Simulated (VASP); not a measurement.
# Zr: relaxed cell and band gap, by functional and dispersion

Zr, P6_3/mmc (no. 194), 2 atoms in the cell.

| Functional | Dispersion | Volume (Å³/atom) | Change from the starting volume (fraction) | Gap, path and mesh (eV) | Dispersion term (eV/cell) | Time (s) |
|---|---|---|---|---|---|---|
| PBE | TS (libMBD) | 20.88 | -0.103 | 0.00 | -2.508 | 182 |
| PBE | D3(BJ) | 22.47 | -0.035 | 0.00 | -1.096 | 84 |
| PBE | ULG | 23.36 | 0.003 | 0.00 | -0.035 | 60 |
| r2SCAN+rVV10 | in the functional | 23.33 | 0.002 | 0.00 | – | 642 |

## Input of the first row

INCAR.step1:
```
PREC = Accurate
ENCUT = 600
EDIFF = 1E-7
ISMEAR = 1
SIGMA = 0.1
LREAL = F
LASPH = T
GGA_COMPAT = F
ALGO = Normal
NELM = 150
ISIF = 3
LWAVE = F
LCHARG = F
GGA = PE
IVDW = 14
LIBMBD_METHOD = ts
IBRION = 2
EDIFFG = -0.002
NSW = 60
KPAR = 2
```

INCAR.step2, as INCAR.step1 but for:
```
- NSW = 60
+ NSW = 40
```

INCAR.step3, as INCAR.step2 but for:
```
- ISIF = 3
- IBRION = 2
- EDIFFG = -0.002
- NSW = 40
+ ISIF = 2
+ NBANDS = 19
```

KPOINTS:
```
k-points
0
Gamma
  8 8 5
```

KPOINTS_OPT:
```
path GMKGALHA,LM,KH
8
line-mode
reciprocal
 0.0000000000  0.0000000000  0.0000000000  G
 0.5000000000  0.0000000000  0.0000000000  M

 0.5000000000  0.0000000000  0.0000000000  M
 0.3333333333  0.3333333333  0.0000000000  K

 0.3333333333  0.3333333333  0.0000000000  K
 0.0000000000  0.0000000000  0.0000000000  G

 0.0000000000  0.0000000000  0.0000000000  G
 0.0000000000  0.0000000000  0.5000000000  A

 0.0000000000  0.0000000000  0.5000000000  A
 0.5000000000  0.0000000000  0.5000000000  L

 0.5000000000  0.0000000000  0.5000000000  L
 0.3333333333  0.3333333333  0.5000000000  H

 0.3333333333  0.3333333333  0.5000000000  H
 0.0000000000  0.0000000000  0.5000000000  A

 0.5000000000  0.0000000000  0.5000000000  L
 0.5000000000  0.0000000000  0.0000000000  M

 0.3333333333  0.3333333333  0.0000000000  K
 0.3333333333  0.3333333333  0.5000000000  H
```

POSCAR.step1:
```
Zr
1.0
    3.2320000000      0.0000000000      0.0000000000
   -1.6160000000      2.7989941050      0.0000000000
    0.0000000000      0.0000000000      5.1470000000
Zr
2
Direct
    0.6666666667      0.3333333333      0.7500000000
    0.3333333333      0.6666666667      0.2500000000
```

Commands (each step's output is kept before the next begins):
```
cat potpaw_PBE.64/Zr_sv/POTCAR > POTCAR
cp INCAR.step1 INCAR
cp POSCAR.step1 POSCAR
mpirun -np 2 vasp_std > vasp.out
cp CONTCAR POSCAR
rm WAVECAR CHG
cp INCAR.step2 INCAR
mpirun -np 2 vasp_std > vasp.out
cp CONTCAR POSCAR
rm WAVECAR CHG
cp INCAR.step3 INCAR
mpirun -np 2 vasp_std > vasp.out
```

Changes of row 3 against the first:
```
(all steps)
- IVDW = 14
- LIBMBD_METHOD = ts
+ IVDW = 3
```

VASP 6.6.1 took 182 s on 2 cores (Intel Xeon 6975P-C (Granite Rapids)), a shared host.
